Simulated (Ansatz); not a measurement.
The elements of this relaxed crystal are hidden behind letters.

```
lattice vectors (Å)
   3.8457    0.0000    0.0000
  -1.9229    3.3305    0.0000
   0.0000    0.0000    6.3042
fractional positions
X 0.3333 0.6667 0.0052
X 0.6667 0.3333 0.5052
Z 0.3333 0.6667 0.3798
Z 0.6667 0.3333 0.8798
```

These are results of DFT PBE, scalar-relativistic, plane waves, PAW in Ansatz, not measurements. Cutoff 420 eV, Γ-centred 12×12×6 mesh (4-atom cell), Gaussian smearing of 0.02 eV, no spin polarisation.

- Space group: P6_3mc (No. 186)
- Conventional cell: a = 3.846 Å, c = 6.304 Å
- Volume per atom: 20.19 Å³
- Density: 4.01 g/cm³
- Energy over the elements: −0.819 eV/atom
- Gap on the 12×12×6 mesh of the 4-atom cell: 2.08 eV

Energies are uncorrected and count from the elements' standard states at the same level.

Question: X is a d-block element of period 4 and Z is a p-block element of period 3. Which elements are they?

Answer: X = Zn, Z = S, so the formula is ZnS, here in the wurtzite type. Density times volume gives a mean mass of 4.01 × 20.19/1.6605 = 48.8 u per atom, and this set has 48.7 u. Among the elements that the hints allow, noble gases aside, only these give it. Around Zn lie 4 S at 2.36 Å; S has 4 Zn at 2.36 Å.

Kohn–Sham gaps at this level usually fall short of measured ones. A later test with randomly moved atoms came back to the same energy, though modes that don't fit the test's cell weren't probed.
